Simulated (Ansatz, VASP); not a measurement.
**Two plane-wave programs on BaS**

File INCAR:

```
SYSTEM = BaS
PREC     = Accurate       ! precision mode
ENCUT    = 520            ! plane-wave cutoff, eV
EDIFF    = 1E-6           ! SCF threshold, eV
ISMEAR   = 0              ! smearing method
SIGMA    = 0.1            ! smearing width, eV
LREAL    = .FALSE.        ! projectors in reciprocal space
LASPH    = .TRUE.         ! aspherical terms in the spheres
NELM     = 100            ! most SCF steps
ALGO     = Normal         ! electronic algorithm
ISIF     = 2              ! what is computed and relaxed
LWAVE    = .FALSE.        ! write WAVECAR
LCHARG   = .FALSE.        ! write CHGCAR
GGA      = PE             ! functional
NBANDS   = 15             ! bands
```

Contents of KPOINTS:

```
regular mesh
0
G
  6 6 6
  0 0 0
```

File POSCAR:

```
BaS
1.0
    0.0000000000      3.2256756180      3.2256756180
    3.2256756180      0.0000000000      3.2256756180
    3.2256756180      3.2256756180      0.0000000000
Ba S
1 1
Direct
    0.0000000000      0.0000000000      0.0000000000
    0.5000000000      0.5000000000      0.5000000000
```

Input for Ansatz:

```yaml
crystal:
  lattice:
    - [0.0, 3.225675618, 3.225675618]
    - [3.225675618, 0.0, 3.225675618]
    - [3.225675618, 3.225675618, 0.0]
  atoms:
    - { symbol: Ba, position: [0.0, 0.0, 0.0] }
    - { symbol: S, position: [0.5, 0.5, 0.5] }
basis:
  ecutwfc: 420
kpoints:
  mp_grid: { grid: [6, 6, 6] }
hamiltonian:
  xc: pbe
scf:
  occupations: { method: gaussian, width: 0.1 }
  lower_state_search: "off"
output:
  forces: true
  stress: true
  eigenvalues: true
```

Alike in both runs: task single point; functional PBE; k mesh 6 × 6 × 6; occupations gaussian, width 0.1 eV; no spin polarisation.

```csv
,VASP,Ansatz
version,VASP 6.6.1,Ansatz 0.2.0
potentials or method,"VASP PAW PBE potentials, release 64 (Ba_sv, S)","scalar-relativistic, plane waves, PAW"
plane-wave cutoff (eV),520,420
valence electrons in the cell,16,16
```

```csv
,VASP,Ansatz,Ansatz less VASP
gap on the k mesh at the Fermi level (eV),2.15,2.25,+0.092
least direct gap on the mesh (eV),2.31,2.37,+0.063
pressure (GPa),0.1,-0.4,-0.53
```

With one functional, cell and mesh, what is left measures potentials, basis and numerics.

Caveats: spin-orbit coupling is left out, which moves the levels of the heavy elements. As with any semilocal functional, this PBE gap is likely too small. A k mesh can miss the band edges.
